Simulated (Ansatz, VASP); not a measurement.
## SnO2 in VASP and in Ansatz

Contents of INCAR:

```
SYSTEM = SnO2
PREC = Accurate
ENCUT = 520
EDIFF = 1E-6
ISMEAR = 0
SIGMA = 0.05
LREAL = .FALSE.
LASPH = .TRUE.
NELM = 80
ALGO = Normal
ISIF = 2
LWAVE = .FALSE.
LCHARG = .TRUE.
LELF = .TRUE.
LVHAR = .TRUE.
NBANDS = 35
```

KPOINTS

```
Automatic mesh
0
G
  6 6 8
  0 0 0
```

Contents of POSCAR:

```
SnO2
1.0
    4.8299657324      0.0000000000      0.0000000000
    0.0000000000      4.8305590713      0.0000000000
    0.0000000000      0.0000000000      3.2631512253
Sn O
2 4
Direct
    0.5000000000      0.5000000000      0.5000000000
    0.0000000000      0.0000000000      0.0000000000
    0.3059833077      0.3061758397      0.0000000000
    0.8059833077      0.1938241603      0.5000000000
    0.1940166923      0.8061758397      0.5000000000
    0.6940166923      0.6938241603      0.0000000000
```

Input for Ansatz:

```yaml
crystal:
  lattice:
    - [4.8299657324, 0.0, 0.0]
    - [0.0, 4.8305590713, 0.0]
    - [0.0, 0.0, 3.2631512253]
  atoms:
    - { symbol: Sn, position: [0.5, 0.5, 0.5] }
    - { symbol: Sn, position: [0.0, 0.0, 0.0] }
    - { symbol: O, position: [0.3059833077, 0.3061758397, 0.0] }
    - { symbol: O, position: [0.8059833077, 0.1938241603, 0.5] }
    - { symbol: O, position: [0.1940166923, 0.8061758397, 0.5] }
    - { symbol: O, position: [0.6940166923, 0.6938241603, 0.0] }
basis:
  ecutwfc: 520.0
kpoints:
  mp_grid: { grid: [6, 6, 8] }
hamiltonian:
  xc: lda
scf:
  occupations: { method: gaussian, width: 0.05 }
output:
  forces: true
  stress: true
  eigenvalues: true
  write_density: true
  write_potential: true
  elf: true
  volumetric_format: npy
```

Alike in both runs: task single point; functional LDA; k mesh 6 × 6 × 8; occupations gaussian, width 0.05 eV; no spin polarisation.

|  | VASP | Ansatz |
| --- | --- | --- |
| version | VASP 6.6.1 | Ansatz 0.2.0 |
| potentials or method | VASP PAW LDA potentials, release 64 (Sn_d, O) | scalar-relativistic, plane waves, PAW |
| plane-wave cutoff (eV) | 520 | 520 |
| valence electrons in the cell | 52 | 52 |

|  | VASP | Ansatz | Ansatz less VASP |
| --- | --- | --- | --- |
| gap on the k mesh at the Fermi level (eV) | 0.43 | 0.40 | -0.030 |
| least direct gap on the mesh (eV) | 0.43 | 0.40 | -0.030 |
| pressure (GPa) | -11.6 | -12.4 | -0.79 |
| largest component of the traceless stress (GPa) | 2.08 | 2.33 | +0.255 |
| rms of the force components (eV/Å) | 0.089 | 0.098 | +0.0088 |

Atom by atom the forces differ by 0.009 eV/Å (rms over components).

Caveats: spin-orbit coupling is left out, which moves the levels of the heavy elements.
